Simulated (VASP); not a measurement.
Runs of VASP 6.6.1 on RuS2. Symmetry: P-3m1, No. 164, trigonal system. Conventional cell: a = 3.521 Å, b = 3.521 Å, c = 5.680 Å, α = 90.00°, β = 90.00°, γ = 120.00°. Ru (site symmetry -3m) is surrounded by 6 S at 2.49 Å. Around S (site symmetry 3m) lie 3 Ru at 2.49 Å. The cell comes from a database or a generator and needn't be the stable form of this composition.

```tsv
level	spin	U	fixed moment (μB)	gap on the mesh (eV)	pressure (GPa)	moment (μB)	largest force (eV/Å)
r2SCAN	off	-	-	none	(c)	-	(a)
r2SCAN+U	collinear, random start	Ru d U = 4 eV	-	0.85	-6.2	2.00	1.14
r2SCAN	collinear, ferromagnetic start	-	2	-	(b)	2.00	1.36
r2SCAN	collinear, ferromagnetic start	-	-	none	-12.2	1.88	1.40
r2SCAN+U	collinear, ferromagnetic start	Ru d U = 4 eV	1	-	-11.4	1.00	1.15
r2SCAN	collinear, random start	-	-	none	-12.2	1.88	1.40
```

Alike in all rows: task single point; potentials or basis VASP PAW PBE potentials, release 64 (Ru_pv, S); cell as given; k mesh 6 × 6 × 4; cutoff (eV) 520; smearing gaussian 0.05 eV.

Q: Estimate the missing entries.

A: (a) 1.76; (b) -11.9; (c) -14.7.

Caveats: the PAW data sets were made with another functional, which shifts forces and pressure a little; the total moment is fixed, so each spin has its own Fermi level (some runs).

A k mesh can miss the band edges, and the runs leave out spin-orbit coupling on Ru.

A gap of «none» marks a metal or a gap under the smearing width.
